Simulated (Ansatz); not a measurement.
Predict the output of the script below (Ansatz's Python interface).

`soc_pbse.py`
```python
import warnings

import ansatz


def main() -> None:
    warnings.simplefilter("ignore", ansatz.DeckWarning)

    lattice = ansatz.Lattice.of(
        (2.154877, -6.133947, 0.0),
        (2.154877, 6.133947, 0.0),
        (0.0, 0.0, 4.450494),
    )
    sites = [
        ("Pb", (0.631761, 0.368239, 0.75)),
        ("Pb", (0.368239, 0.631761, 0.25)),
        ("Se", (0.86129, 0.13871, 0.75)),
        ("Se", (0.13871, 0.86129, 0.25)),
    ]
    structure = ansatz.Crystal(lattice=lattice)
    for symbol, position in sites:
        structure = structure.atom(symbol, position)

    setup = (
        structure.calculation()
        .functional("pbesol")
        .basis(510)
        .kpoints(4)
        .occupations("fixed")
        .scf(tolerance=1e-10)
        .band_table()
    )
    for label, variant in (("scalar-relativistic", setup), ("spin-orbit", setup.spin(soc=True))):
        r = variant.run(threads=1).report
        zero = r["band_edges_ev"][0] if r.get("band_edges_ev") else r["fermi_energy_ev"]
        near = [round(e - zero, 3) for e in r["eigenvalues_ev"][0] if abs(e - zero) < 4]
        print(label)
        print("  band edges (eV):", [round(e, 3) for e in r.get("band_edges_ev") or []] or "none reported")
        print("  levels at k =", r["kpoints_frac"][0], "within 4 eV of the zero:", near)


if __name__ == "__main__":
    main()
```

Running `python soc_pbse.py` prints:
```text
scalar-relativistic
  band edges (eV): [7.924, 9.072]
  levels at k = [0.0, 0.0, 0.0] within 4 eV of the zero: [-2.786, -2.115, -1.509, -1.249, -0.348]
spin-orbit
  band edges (eV): [7.878, 8.669]
  levels at k = [0.0, 0.0, 0.0] within 4 eV of the zero: [-2.894, -2.894, -2.075, -2.075, -1.748, -1.748, -1.168, -1.168, -0.32, -0.32, 3.527, 3.527]
```

What to keep in mind:
- The computed bands are complete only to about 2.7 eV above the Fermi level.
- The structure comes from a database of computed cells and needn't be a stable or known phase.
- Levels are Kohn-Sham eigenvalues on this mesh.
- With spin-orbit coupling each level holds one electron and, with inversion or at time-reversal points, comes in pairs; a window in energy can cut a split set.
- The whole script took 47 s on 1 thread of Arm Neoverse V2, with other jobs on the host, peak memory 0.87 GiB.
